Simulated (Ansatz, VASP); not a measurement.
## Two plane-wave programs on ZrC7

```xyz
8
Lattice="4.0343 0.0000 0.0000 0.0000 4.0343 0.0000 0.0000 0.0000 4.0343" Properties=species:S:1:pos:R:3 pbc="T T T"
Zr    0.0000    0.0000    0.0000
C     1.1513    1.1513    1.1513
C     0.0000    2.0172    2.0172
C     2.0172    2.0172    0.0000
C     2.0172    0.0000    2.0172
C     2.8831    1.1513    2.8831
C     2.8831    2.8831    1.1513
C     1.1513    2.8831    2.8831
```

Change from the starting cell: species swapped into the Si7Ge type (P-43m, No. 215).

Alike in both runs: functional PBE; k mesh 4 × 4 × 4; occupations gaussian, width 0.1 eV; no spin polarisation.

Ansatz relaxed the structure, and its values are those at the end. VASP's run is a single point on that final structure, the one shown.

```csv
,VASP,Ansatz
version,VASP 6.6.1,Ansatz 0.2.0
potentials or method,"VASP PAW PBE potentials, release 64 (Zr_sv, C)","scalar-relativistic, plane waves, PAW"
plane-wave cutoff (eV),520,420
valence electrons in the cell,40,40
```

Ansatz gave:

| Quantity | Value |
| --- | --- |
| gap on the k mesh at the Fermi level (eV) | 0.21 |
| least direct gap on the mesh (eV) | 1.58 |
| pressure (GPa) | 0.0 |
| rms of the force components (eV/Å) | 0.000 |

Q: What did VASP give for the same quantities?

A: gap on the k mesh at the Fermi level (eV): 0.20; least direct gap on the mesh (eV): 1.58; pressure (GPa): 0.3; rms of the force components (eV/Å): 0.007.

With one functional, cell and mesh, what is left measures potentials, basis and numerics.
